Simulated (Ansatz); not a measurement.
Zn: pressure against volume

Zn, C2/m, a = 4.558 Å, b = 2.631 Å, c = 7.846 Å, β = 101.1°. This isn't the element's structure at ambient conditions. Ansatz: PBE, PAW, 420 eV, Γ-centred 18×18×6 mesh on 3 atoms, Gaussian smearing 0.10 eV; no spin polarisation. Shape and atoms are relaxed at each volume; pressure is positive in compression.

```tsv
V (Å³/atom)	P (GPa)
13.542	?
14.003	7.55
14.465	4.47
14.926	2.00
15.388	0.01
15.850	-1.66
16.311	-2.96
16.927	-4.37
```

Question: Take V0 = 15.388 Å³/atom, count pressures from its P0 = 0.01 GPa, fit the third-order Birch–Murnaghan form to the other rows, and predict the missing pressure.

Answer: With the Eulerian strain f = ½[(V0/V)^(2/3) − 1] and y = (P − P0)/[3f(1 + 2f)^(5/2)], the form is the line y = B0 + 1.5 B0 (B0′ − 4) f. Rows (f, y): 0.03245, 66.2; 0.02105, 63.7; 0.01027, 61.4; -0.00976, 59.9; -0.01905, 57.3; -0.03079, 55.6. Means f = 0.0006950, y = 60.683; Σ(Δf)² = 0.003005, ΣΔfΔy = 0.4785; the slope is their ratio. y = 60.57 + 159.2 f GPa, so B0 = 60.6 GPa and B0′ = 4 + 2 × (159.2)/(3 × 60.57) = 5.75. At V = 13.542, f = 0.04446, y = 67.65 and P = 11.17 GPa. The run gave 10.77 GPa, so the fit is 0.40 GPa too high, 2.6 % of the span of the series, against an rms of 0.03 GPa on the fitted rows. The row lies outside the fitted range. A fourth-order term fitted to the same rows gives P = 11.24 GPa at this row's volume (the line 11.17, the run 10.77), no gain.